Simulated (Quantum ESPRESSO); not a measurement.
Crystal: BaH2.

```xyz
6
Lattice="4.4620 0.0000 0.0000 -2.2310 3.8642 0.0000 0.0000 0.0000 6.0553" Properties=species:S:1:pos:R:3 pbc="T T T"
Ba    0.0000    2.5762    1.5138
Ba    2.2310    1.2881    4.5415
H     0.0000    0.0000    0.0000
H     0.0000    0.0000    3.0276
H     2.2310    1.2881    1.5138
H     0.0000    2.5762    4.5415
```

The cell comes from a database or a generator and needn't be the stable form of this composition.

Base run:

| Item | Value |
| --- | --- |
| Program | Quantum ESPRESSO 7.5 |
| Functional | PBEsol |
| Potentials or basis | GBRV 1.5 PBEsol |
| Cutoff | 612 eV |
| Density cutoff | 4898 eV |
| k mesh | 6 × 6 × 4, shifted |
| Occupations | fermi-dirac, width 0.05 eV |
| Spin | no spin polarisation |

Its results: pressure -2.1 GPa; electronic dielectric tensor (diagonal) 5.44, 5.44, 4.80.

Task: The run is repeated on the same cell with these changes: functional from PBEsol to LDA; potentials or basis from GBRV 1.5 PBEsol to GBRV 1.5 LDA. What comes out?

Result: Pressure -3.3 GPa; electronic dielectric tensor (diagonal) 5.57, 5.57, 4.90.

Caveats: the cell is more than 3 GPa from zero pressure, which shifts response properties (some runs).

Not every run made on this cell is shown here.
